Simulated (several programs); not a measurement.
## What each method gives for TlBr (CsCl type)

TlBr in the CsCl-type structure, relaxed with r2SCAN in Ansatz, was computed with several methods. Space group Pm-3m (No. 221), cubic; conventional cell a = 3.995 Å, 31.88 Å³ an atom. Tl is surrounded by 8 Br at 3.46 Å; Br is surrounded by 8 Tl at 3.46 Å. The values are computed, spin-unpolarised, and not measurements.

```cif
data_structure
_symmetry_space_group_name_H-M 'Pm-3m'
_symmetry_Int_Tables_number 221
_cell_length_a 3.9949
_cell_length_b 3.9949
_cell_length_c 3.9949
_cell_angle_alpha 90.000
_cell_angle_beta 90.000
_cell_angle_gamma 90.000
_cell_volume 63.76
loop_
_atom_site_label
_atom_site_type_symbol
_atom_site_symmetry_multiplicity
_atom_site_Wyckoff_symbol
_atom_site_fract_x
_atom_site_fract_y
_atom_site_fract_z
_atom_site_occupancy
Tl1 Tl 1 a 0.00000 0.00000 0.00000 1
Br1 Br 1 b 0.50000 0.50000 0.50000 1
```

Gaps and times are for a single point on this cell; volume and bulk modulus come from each method's own relaxation or energy curve at fixed shape. Times are rough, from shared hosts (Arm Neoverse V1), and each method has its own mesh and cell size. A star marks a curve whose lowest point is an end point. PM7 (MOPAC), GFN1-xTB (tblite), GFN2-xTB (tblite) treat a cluster of cells at its zone centre, which samples few k points: where these miss a band edge, the gap comes out too large for that reason alone. Gaps from k meshes are read at a limited set of points (mesh, symmetry points, PBE's band edges), so each method's own least gap may be somewhat smaller. Force fields have no electrons; where one was fitted to this phase, its volume and modulus reflect the fit. xTB and the PM methods were fitted mostly to molecules, and can miss a solid's gap by electronvolts. Minimal bases can be far off for gaps. Times of the plane-wave ladder aren't listed, since it ran on unlike processors and cards. GLLB-SC's gap includes the derivative discontinuity. G0W0 is at finite bands, cutoff and mesh. d marks a direct gap, i an indirect one (no mark: not told apart), a dash a value that wasn't computed or didn't pass its checks.

```tsv
method	kind	gap (eV)	own volume (Å³/atom)	bulk modulus (GPa)	atoms computed	processor time
TlBr_msw.poly (LAMMPS)	force field	–	31.64	–	2	0.14 s
light PBE (260 eV and a coarse mesh)	light plane-wave	1.78 d	–	–	2	0.68 s
GFN1-xTB (tblite)	tight binding	4.75	–	–	cluster	1.8 s
PBE	semilocal	1.88 d	33.27	20	2	–
GFN2-xTB (tblite)	tight binding	5.65	–	–	cluster	3.2 s
PBE/single zeta (GPAW)	small basis	1.77 d	–	–	2	4.1 s
r2SCAN	semilocal	2.33 d	31.88	25	2	–
PBE/SZV (CP2K)	small basis	1.68 d	35.12*	24*	2	4.2 s
GLLB-SC (GPAW)	model potential	3.56	–	–	2	7.3 s
PBE+SOC	semilocal	1.29 i	–	–	2	–
PBE/DZVP (CP2K)	small basis	1.89 d	33.78	20	2	11 s
PM7 (MOPAC)	semi-empirical	8.24	–	–	cluster	11 s
PBE0	hybrid	3.22 d	–	–	2	–
HSE06	hybrid	2.58 d	–	–	2	–
G0W0@r2SCAN (140 eV screening cutoff)	many-body	3.22	–	–	2	–
G0W0@HSE06 (140 eV screening cutoff)	many-body	3.36	–	–	2	–
G0W0@PBE (210 eV screening cutoff)	many-body	3.02	–	–	2	–
```

Against HSE06 (2.58 eV) and with closed or daggered gaps left aside, the nearest gap at the points sampled is that of r2SCAN (-0.25 eV) and the farthest that of PM7 (MOPAC) (+5.66 eV). HSE06 is only a yardstick of convenience, and nearness to it can be luck.

Volumes against r2SCAN's: TlBr_msw.poly (LAMMPS) -0.7 %, PBE +4.4 %, PBE/DZVP (CP2K) +6.0 %.

Runs without a result: PM6 (MOPAC) (single point, out of time).

Only the rows marked +SOC include spin-orbit coupling.
